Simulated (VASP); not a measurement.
# Lu (P6_3/mmc) in VASP: further runs

The runs below take Lu through single point, with PBE.

Everything below comes from runs of VASP 6.6.1. Logs are shortened: lines on timing, memory, paths and dates and some standing lists are left out, and cuts for length are marked.

### 1 The structure

Symmetry: P6_3/mmc, No. 194, hexagonal system. Conventional cell: a = 3.503 Å, b = 3.503 Å, c = 5.551 Å, α = 90.00°, β = 90.00°, γ = 120.00°. Lu (site symmetry -6m2) has 12 Lu at 3.43 to 3.50 Å as nearest neighbours.

### 2 Single point, PBE

Contents of INCAR:

```
SYSTEM = Lu
  PREC = Accurate
  ENCUT = 250
  EDIFF = 1E-6
  ISMEAR = 0
  SIGMA = 0.1
  LREAL = .False.
  LASPH = .True.
  NELM = 100
  ALGO = Normal
  ISIF = 2
  LWAVE = .False.
  LCHARG = .False.
  GGA = PE
  ADDGRID = .False.
```

Contents of KPOINTS:

```
regular mesh
0
Gamma
  8 8 5
  0 0 0
```

Contents of POSCAR:

```
Lu
1.0
    3.5031000000      0.0000000000      0.0000000000
   -1.7515500000      3.0337735920      0.0000000000
    0.0000000000      0.0000000000      5.5509000000
Lu
2
Direct
    0.6666666667      0.3333333333      0.7500000000
    0.3333333333      0.6666666667      0.2500000000
```

Potentials or basis: VASP PAW PBE potentials, release 64 (Lu_3), 4f in core.

Command:

```console
> cat potpaw_PBE.64/Lu_3/POTCAR > POTCAR
> mpirun -np 1 vasp_std > vasp.out
```

OUTCAR:

```text
SYSTEM = Lu
   PREC = Accurate
   ENCUT = 250
   EDIFF = 1E-6
   ISMEAR = 0
   LREAL = .False.
   LASPH = .True.
   NELM = 100
   ISIF = 2
   GGA = PE

 Found     30 irreducible k-points:

 Following reciprocal coordinates:
            Coordinates               Weight
  0.000000  0.000000  0.000000      1.000000
  0.125000  0.000000  0.000000      6.000000
  0.250000  0.000000  0.000000      6.000000
  0.375000  0.000000  0.000000      6.000000
  0.500000  0.000000  0.000000      3.000000
  0.125000  0.125000  0.000000      6.000000
   k-points           NKPTS =     30   k-points in BZ     NKDIM =     30   number of bands    NBANDS=     13
   number of dos      NEDOS =    301   number of ions     NIONS =      2
   total plane-waves  NPLWV =   9720
   dimension x,y,z NGX =    18 NGY =   18 NGZ =   30
   dimension x,y,z NGXF=    36 NGYF=   36 NGZF=   60
   ions per type =               2
   NGX,Y,Z   is equivalent  to a cutoff of   8.54,  8.54,  8.98 a.u.
   NGXF,Y,Z  is equivalent  to a cutoff of  17.08, 17.08, 17.97 a.u.
 SYSTEM =  Lu
   PREC   = accura    normal or accurate (medium, high low for compatibility)
   ISTART =      0    job   : 0-new  1-cont  2-samecut
   ICHARG =      2    charge: 1-file 2-atom 10-const
   ISPIN  =      1    spin polarized calculation?
   LNONCOLLINEAR =      F non collinear calculations
   LSORBIT =      F    spin-orbit coupling
   LASPH  =      T    aspherical Exc in radial PAW
   ENCUT  =  250.0 eV  18.37 Ry    4.29 a.u.   4.52  4.52  7.16*2*pi/ulx,y,z
   NELM   =    100;   NELMIN=  2; NELMDL= -5     # of ELM steps
   EDIFF  = 0.1E-05   stopping-criterion for ELM
   LREAL  =      F    real-space projection
   EDIFFG = 0.1E-04   stopping-criterion for IOM
   NSW    =      0    number of steps for IOM
   IBRION =     -1    ionic relax: 0-MD 1-quasi-New 2-CG
   NFREE  =      0    steps in history (QN), initial steepest desc. (CG)
   ISIF   =      2    stress and relaxation
   ISYM   =      2    0-nonsym 1-usesym 2-fastsym
   POTIM  = 0.5000    time-step for ionic-motion
   TEBEG  =    0.0;   TEEND  =   0.0 temperature during run
   PSTRESS=    0.0 pullay stress
   NELECT =      18.0000    total number of electrons
   NUPDOWN=      -1.0000    fix difference up-down
   EMIN   =  10.00;   EMAX   =-10.00  energy-range for DOS
   EFERMI =   0.00;   METHOD = LEGACY
   ISMEAR =     0;   SIGMA  =   0.10  broadening in eV -4-tet -1-fermi 0-gaus
   EFERMI_NEDOS =   21; number of points for ismear=-14 and -15
   IALGO  =     38    algorithm
   IMIX   =      4    mixing-type and parameters
     AMIX     =   0.40;   BMIX     =  1.00
     AMIX_MAG =   1.60;   BMIX_MAG =  1.00
  volume/ion in A,a.u.               =      29.50       199.05
  Fermi-wavevector in a.u.,A,eV,Ry     =   1.102130  2.082723 16.526853  1.214689
  Thomas-Fermi vector in A             =   2.238568
   LORBIT       =      0    0 simple, 1 ext, 2 COOP (PROOUT), +10 PAW based schemes
   GGA     = PE    functional components
   LHFCALC =     F    Hartree Fock is set to
   AEXX    =    0.0000 exact exchange contribution
   IVDW    =     0    specifies the selected vdW correction
   LEPSILON=     F    determine dielectric tensor
   LRPA    =     F    only Hartree local field effects (RPA)
 non-spin polarized calculation
 Gauss-broadening in eV      SIGMA  =   0.10
  energy-cutoff  :      250.00
  volume of cell :       58.99
 maximum number of plane-waves:       544
   NGX =  9   NGY =  9   NGZ = 15

 number of electron      18.0000001 magnetization

 Free energy of the ion-electron system (eV)
  ---------------------------------------------------
  ext. energy  EPLUGINS =         0.00000000
  ---------------------------------------------------
  free energy    TOTEN  =        -8.89988445 eV

  energy without entropy =       -8.87769450  energy(sigma->0) =       -8.88878948

 E-fermi :   2.7696     XC(G=0):  -9.9096

 val. band max:        2.7598524117   @ k =   0.5000   0.0000   0.4000
 cond. band min:       2.7736047963   @ k =   0.5000   0.0000   0.4000
 fundamental gap:      0.0137523845
 Fermi energy:         2.7696382057

 k-point     1 :       0.0000    0.0000    0.0000
  band No.  band energies     occupation
      1     -24.2685      2.00000
      2     -23.8640      2.00000
      3     -23.8640      2.00000
      4     -23.7880      2.00000
      5     -23.7880      2.00000
      6     -23.7577      2.00000
      7      -3.2486      2.00000
      8       0.3377      2.00000
      9       3.3307      0.00000
     10       4.9893      0.00000
     11       4.9894      0.00000
     12       5.2738      0.00000
     13       5.6963      0.00000

 k-point     2 :       0.1250    0.0000    0.0000
  band No.  band energies     occupation
      1     -24.2448      2.00000
      2     -23.9124      2.00000
      3     -23.8801      2.00000
      4     -23.8389      2.00000
      5     -23.7950      2.00000
      6     -23.7687      2.00000
      7      -2.8801      2.00000
      8       0.7117      2.00000
      9       3.0882      0.00001
     10       4.2342      0.00000
     11       5.2096      0.00000
     12       5.3409      0.00000
     13       5.8131      0.00000

 k-point     3 :       0.2500    0.0000    0.0000
  band No.  band energies     occupation
      1     -24.1812      2.00000
      2     -24.0301      2.00000
      3     -23.9567      2.00000
      4     -23.9173      2.00000
      5     -23.8136      2.00000
      6     -23.8016      2.00000
      7      -1.8662      2.00000
      8       1.5709      2.00000
      9       2.5704      1.99516
     10       3.2955      0.00000
     11       4.4712      0.00000
     12       5.0271      0.00000
     13       5.3369      0.00000

 k-point     4 :       0.3750    0.0000    0.0000
  band No.  band energies     occupation
      1     -24.1484      2.00000
      2     -24.1000      2.00000
      3     -24.0683      2.00000
      4     -23.9527      2.00000
      5     -23.8518      2.00000
      6     -23.8334      2.00000
      7      -0.5022      2.00000
      8       1.7850      2.00000
      9       2.1173      2.00000
     10       2.7265      1.45846
     11       4.4920      0.00000
     12       4.6513      0.00000
     13       4.8807      0.00000

 k-point     5 :       0.5000    0.0000    0.0000
  band No.  band energies     occupation
      1     -24.1973      2.00000
      2     -24.1130      2.00000
      3     -24.0523      2.00000
      4     -23.9670      2.00000
      5     -23.8867      2.00000
      6     -23.8420      2.00000
      7       0.4369      2.00000
      8       1.3957      2.00000
      9       1.9433      2.00000
     10       2.4640      1.99998
     11       4.3070      0.00000
     12       4.7174      0.00000
     13       5.1016      0.00000

 k-point     6 :       0.1250    0.1250    0.0000
  band No.  band energies     occupation
      1     -24.2010      2.00000
      2     -23.9799      2.00000
      3     -23.9522      2.00000
      4     -23.8826      2.00000
      5     -23.8185      2.00000
      6     -23.7907      2.00000
      7      -2.1845      2.00000
      8       1.3706      2.00000
      9       2.7295      1.42972
     10       3.4956      0.00000
     11       4.6206      0.00000
     12       5.1049      0.00000
     13       5.6009      0.00000

 [... further k-points ...]

------------------------ aborting loop because EDIFF is reached ----------------------------------------

  FORCE on cell =-STRESS in cart. coord.  units (eV):
  Direction    XX          YY          ZZ          XY          YZ          ZX
  --------------------------------------------------------------------------------------
  -------------------------------------------------------------------------------------
  Total        0.0942070      0.0942070     -0.2030673      0.0000000      0.0000000      0.0000000
  in kB        2.5585537      2.5585537     -5.5150759      0.0000000      0.0000000      0.0000000
  external PRESSURE =      -0.1326562 kB  Pullay stress =       0.0000000 kB

 VOLUME and BASIS-vectors are now :
 -----------------------------------------------------------------------------
  energy-cutoff  :      250.00
  volume of cell :       58.99
      direct lattice vectors                 reciprocal lattice vectors
     3.503100000  0.000000000  0.000000000     0.285461448  0.164811244  0.000000000
    -1.751550000  3.033773592  0.000000000     0.000000000  0.329622488  0.000000000
     0.000000000  0.000000000  5.550900000     0.000000000  0.000000000  0.180150967

 POSITION                                       TOTAL-FORCE (eV/Angst)
 -----------------------------------------------------------------------------------
      1.75155      1.01126      4.16318         0.000000      0.000000      0.000000
     -0.00000      2.02252      1.38773         0.000000     -0.000000      0.000000
 -----------------------------------------------------------------------------------
    total drift:                               -0.000000      0.000000     -0.000000

  FREE ENERGIE OF THE ION-ELECTRON SYSTEM (eV)
  ---------------------------------------------------
  free  energy   TOTEN  =        -8.8998844481 eV

  energy  without entropy=       -8.8776945039  energy(sigma->0) =       -8.88878948
```

Run time: 4.4 s. Hardware: 1 thread of Intel Xeon 6975P-C (Granite Rapids), shared host; peak memory 0.12 GiB.

These settings aren't checked as converged: the numbers below hold their error.

What came out:

- Free energy: -8.8999 eV
- Pressure: 0.0 GPa
- Band gap on the k mesh: none (metal or under the smearing width)

### 3 Single point, PBE

INCAR is that of step 2.

KPOINTS is that of step 2.

Contents of POSCAR:

```
Lu
1.0
    3.5031000000      0.0000000000      0.0000000000
   -1.7515500000      3.0337735920      0.0000000000
    0.0000000000      0.0000000000      5.5509000000
Lu
2
Direct
    0.6483880000      0.2977880000      0.7516770000
    0.3414390000      0.6668870000      0.2457360000
```

Potentials or basis: VASP PAW PBE potentials, release 64 (Lu_3), 4f in core.

Command:

```console
> cat potpaw_PBE.64/Lu_3/POTCAR > POTCAR
> mpirun -np 1 vasp_std > vasp.out
```

OUTCAR:

```text
SYSTEM = Lu
   PREC = Accurate
   ENCUT = 250
   EDIFF = 1E-6
   ISMEAR = 0
   LREAL = .False.
   LASPH = .True.
   NELM = 100
   ISIF = 2
   GGA = PE

 Found    162 irreducible k-points:

 Following reciprocal coordinates:
            Coordinates               Weight
  0.000000  0.000000  0.000000      1.000000
  0.125000  0.000000  0.000000      2.000000
  0.000000  0.125000  0.000000      2.000000
 -0.125000  0.125000  0.000000      2.000000
  0.250000  0.000000  0.000000      2.000000
  0.000000  0.250000  0.000000      2.000000
   k-points           NKPTS =    162   k-points in BZ     NKDIM =    162   number of bands    NBANDS=     13
[... 175 lines left out ...]
  --------------------------------------------------------------------------------------
  -------------------------------------------------------------------------------------
  Total       -0.0625120      0.2117764     -0.1524650     -0.0355017     -0.0225887     -0.0047955
  in kB       -1.6977540      5.7516057     -4.1407744     -0.9641857     -0.6134837     -0.1302390
  external PRESSURE =      -0.0289742 kB  Pullay stress =       0.0000000 kB

 VOLUME and BASIS-vectors are now :
 -----------------------------------------------------------------------------
  energy-cutoff  :      250.00
  volume of cell :       58.99
      direct lattice vectors                 reciprocal lattice vectors
     3.503100000  0.000000000  0.000000000     0.285461448  0.164811244  0.000000000
    -1.751550000  3.033773592  0.000000000     0.000000000  0.329622488  0.000000000
     0.000000000  0.000000000  5.550900000     0.000000000  0.000000000  0.180150967

 POSITION                                       TOTAL-FORCE (eV/Angst)
 -----------------------------------------------------------------------------------
      1.74978      0.90342      4.17248         0.032757      0.150533     -0.136927
      0.02801      2.02318      1.36406        -0.032757     -0.150533      0.136927
 -----------------------------------------------------------------------------------
    total drift:                               -0.000025      0.000005     -0.000006

  FREE ENERGIE OF THE ION-ELECTRON SYSTEM (eV)
  ---------------------------------------------------
  free  energy   TOTEN  =        -8.8893909853 eV

  energy  without entropy=       -8.8682949486  energy(sigma->0) =       -8.87884297
```

OSZICAR:

```text
N       E                     dE             d eps       ncg     rms          rms(c)
DAV:   1     0.290950502344E+02    0.29095E+02   -0.66722E+03  8081   0.125E+03
DAV:   2    -0.718344294457E+01   -0.36278E+02   -0.35217E+02  7016   0.562E+02
DAV:   3    -0.879010368467E+01   -0.16067E+01   -0.15432E+01  6853   0.480E+01
DAV:   4    -0.889349861101E+01   -0.10339E+00   -0.96173E-01  7670   0.101E+01
DAV:   5    -0.889864349453E+01   -0.51449E-02   -0.47239E-02  7010   0.187E+00    0.253E+01
DAV:   6    -0.888330775497E+01    0.15336E-01   -0.42999E-02  7271   0.477E+00    0.150E+01
DAV:   7    -0.888953221340E+01   -0.62245E-02   -0.67803E-02  6748   0.549E+00    0.381E-01
DAV:   8    -0.888948137731E+01    0.50836E-04   -0.41687E-03  6990   0.920E-01    0.167E-01
DAV:   9    -0.888939447958E+01    0.86898E-04   -0.61798E-04  7041   0.388E-01    0.316E-02
DAV:  10    -0.888939125045E+01    0.32291E-05   -0.41033E-05  7097   0.935E-02    0.978E-03
DAV:  11    -0.888939098530E+01    0.26516E-06   -0.60402E-07  3954   0.265E-02
   1 F= -.88893910E+01 E0= -.88788430E+01  d E =-.210960E-01
```

stdout:

```text
POSCAR found type information on POSCAR Lu
 POSCAR found :  1 types and       2 ions
 scaLAPACK will be used
 LDA part: xc-table for (Slater+PW92), standard interpolation
 POSCAR, INCAR and KPOINTS ok, starting setup
 FFT: planning ... GRIDC
 FFT: planning ... GRID_SOFT
 FFT: planning ... GRID
 WAVECAR not read
 entering main loop
```

It took 16 s on 1 thread of Intel Xeon 6975P-C (Granite Rapids), shared host; peak memory 0.15 GiB.

The run converged, but some of its settings lie outside the range that counts as converged, so its numbers aren't taken as properties of the crystal.

Results:

- Free energy: -8.8894 eV
- Pressure: 0.0 GPa
- Largest force: 0.206 eV/Å
- Band gap on the k mesh: none (metal or under the smearing width)

### 4 Single point, PBE

INCAR, as its differences from that of step 3:

```diff
@@ -2,3 +2,3 @@
   PREC = Accurate
-  ENCUT = 250
+  ENCUT = 300
   EDIFF = 1E-6
```

KPOINTS is that of step 3.

Contents of POSCAR:

```
Lu
1.0
    3.5031000000      0.0000000000      0.0000000000
   -1.7515500000      3.0337735920      0.0000000000
    0.0000000000      0.0000000000      5.5509000000
Lu
2
Direct
    0.6666666667      0.3333333333      0.7500000000
    0.3333333333      0.6666666667      0.2500000000
```

Command:

```console
> cat potpaw_PBE.64/Lu_3/POTCAR > POTCAR
> mpirun -np 1 vasp_std > vasp.out
```

Wall time 5.2 s (1 thread of Intel Xeon 6975P-C (Granite Rapids), shared host); peak memory 0.13 GiB.

These settings aren't checked as converged: the numbers below hold their error.

What came out:

```yaml
Free_energy: -8.9039 eV
Pressure: 0.0 GPa
Band_gap_on_the_k_mesh: none (metal or under the smearing width)
```

### 5 The reference run

An earlier run on the cell as given: functional PBE; potentials or basis VASP PAW PBE potentials, release 64 (Lu); cutoff 520 eV; k mesh 9 × 9 × 5; occupations fermi-dirac, width 0.05 eV; no spin polarisation.

- Pressure: -0.4 GPa
- Band gap on the k mesh: none (metal or under the smearing width)
